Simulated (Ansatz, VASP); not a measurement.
**In3Se in VASP and in Ansatz**

Contents of INCAR:

```
SYSTEM = In3Se
PREC = Accurate
ENCUT = 520
EDIFF = 1E-6
ISMEAR = -1
SIGMA = 0.05
LREAL = .FALSE.
LASPH = .TRUE.
NELM = 100
ALGO = Normal
ISIF = 2
LWAVE = .FALSE.
LCHARG = .FALSE.
GGA = CA
NBANDS = 30
```

KPOINTS

```
regular mesh
0
G
  6 6 6
  0 0 0
```

Contents of POSCAR:

```
In3Se
1.0
    4.8037580000      0.0000000000      0.0000000000
    0.0000000000      4.8037580000      0.0000000000
    0.0000000000      0.0000000000      4.8037580000
In Se
3 1
Direct
    0.5000000000      0.5000000000      0.0000000000
    0.5000000000      0.0000000000      0.5000000000
    0.0000000000      0.5000000000      0.5000000000
    0.0000000000      0.0000000000      0.0000000000
```

input.yaml

```yaml
crystal:
  lattice:
    - [4.803758, 0.0, 0.0]
    - [0.0, 4.803758, 0.0]
    - [0.0, 0.0, 4.803758]
  atoms:
    - { symbol: In, position: [0.5, 0.5, 0.0] }
    - { symbol: In, position: [0.5, 0.0, 0.5] }
    - { symbol: In, position: [0.0, 0.5, 0.5] }
    - { symbol: Se, position: [0.0, 0.0, 0.0] }
kpoints:
  mp_grid: { grid: [6, 6, 6] }
  band_path:
    path:
      - [0.0, 0.0, 0.0]
      - [0.0, 0.5, 0.0]
      - [0.5, 0.5, 0.0]
      - [0.0, 0.0, 0.0]
      - [0.5, 0.5, 0.5]
      - [0.0, 0.5, 0.0]
    npoints: 8
scf:
  occupations: { method: fermi_dirac, width: 0.05 }
hamiltonian:
  xc: lda
  pseudopotentials: { kind: all_electron, lapw: { basis_error: 0.002 } }
output:
  forces: true
  stress: true
  eigenvalues: true
```

Alike in both runs: functional LDA; k mesh 6 × 6 × 6; occupations fermi-dirac, width 0.05 eV; no spin polarisation.

|  | VASP | Ansatz |
| --- | --- | --- |
| version | VASP 6.6.1 | Ansatz 0.2.0 |
| potentials or method | VASP PAW LDA potentials, release 64 (In_d, Se) | all-electron LAPW, scalar-relativistic |
| plane-wave cutoff (eV) | 520 | see its input |
| task | single point | band structure |

|  | VASP | Ansatz | Ansatz less VASP |
| --- | --- | --- | --- |
| gap on the k mesh at the Fermi level (eV) | none | none | - |
| pressure (GPa) | -4.3 | -4.3 | +0.01 |

A gap of «none» marks a metal or a gap that the smearing closes. Ansatz ran all-electron here, so the differences hold the error of VASP's frozen core and of both bases.

Caveats: spin-orbit coupling is left out, which moves the levels of the heavy elements (Ansatz).
